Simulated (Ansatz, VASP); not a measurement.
# One calculation of KNbO3, two programs

File INCAR:

```
PREC = Accurate
ENCUT = 520
EDIFF = 1E-7
ISMEAR = -1
SIGMA = 0.05
LREAL = F
LASPH = T
NELM = 100
ALGO = Normal
ISIF = 2
LWAVE = F
LCHARG = F
GGA = PE
NBANDS = 28
```

Contents of KPOINTS:

```
regular mesh
0
Gamma
  7 7 7
```

POSCAR

```
KNbO3
1.0
    3.9419933796      0.0000000000      0.0000000000
    0.0000000000      3.9419933796      0.0000000000
    0.0000000000      0.0000000000      4.0080878632
Nb K O
1 1 3
Direct
    0.5000000000      0.5000000000      0.5000000000
    0.0000000000      0.0000000000      0.0180000000
    0.0000000000      0.5000000000      0.5400000000
    0.5000000000      0.0000000000      0.5400000000
    0.5000000000      0.5000000000      0.0440000000
```

File input.yaml:

```yaml
crystal:
  lattice:
    - [3.9419933796, 0.0, 0.0]
    - [0.0, 3.9419933796, 0.0]
    - [0.0, 0.0, 4.0080878632]
  atoms:
    - { symbol: Nb, position: [0.5, 0.5, 0.5] }
    - { symbol: K, position: [0.0, 0.0, 0.018] }
    - { symbol: O, position: [0.0, 0.5, 0.54] }
    - { symbol: O, position: [0.5, 0.0, 0.54] }
    - { symbol: O, position: [0.5, 0.5, 0.044] }
hamiltonian:
  xc: pbe
  pseudopotentials: { kind: paw }
kpoints:
  mp_grid: { grid: [7, 7, 7] }
scf:
  occupations: { method: fermi_dirac, width: 0.05 }
output:
  forces: true
  stress: true
  eigenvalues: true
```

Change from the starting cell: volume scaled by 0.96.

Alike in both runs: task single point; functional PBE; k mesh 7 × 7 × 7; occupations fermi-dirac, width 0.05 eV; no spin polarisation.

```csv
,VASP,Ansatz
version,VASP 6.6.1,Ansatz 0.2.0
potentials or method,"VASP PAW PBE potentials, release 64 (Nb_sv, K_sv, O)",Ansatz PAW
plane-wave cutoff (eV),520,420
valence electrons in the cell,40,40
```

|  | VASP | Ansatz | Ansatz less VASP |
| --- | --- | --- | --- |
| gap on the k mesh at the Fermi level (eV) | 1.75 | 1.77 | +0.021 |
| least direct gap on the mesh (eV) | 2.53 | 2.54 | +0.014 |
| pressure (GPa) | 11.5 | 11.6 | +0.10 |
| largest component of the traceless stress (GPa) | 2.07 | 2.02 | -0.054 |
| rms of the force components (eV/Å) | 0.252 | 0.245 | -0.0071 |

Atom by atom the forces differ by 0.009 eV/Å (rms over components).

Caveats: an odd mesh through Γ misses points on the zone boundary, where band edges often lie (VASP); odd divisions of the mesh miss points on the zone boundary, where band edges often lie, so the gap on the mesh can be too wide (Ansatz); the pressure holds a Pulay correction of +0.6 GPa for the finite cutoff (Ansatz).
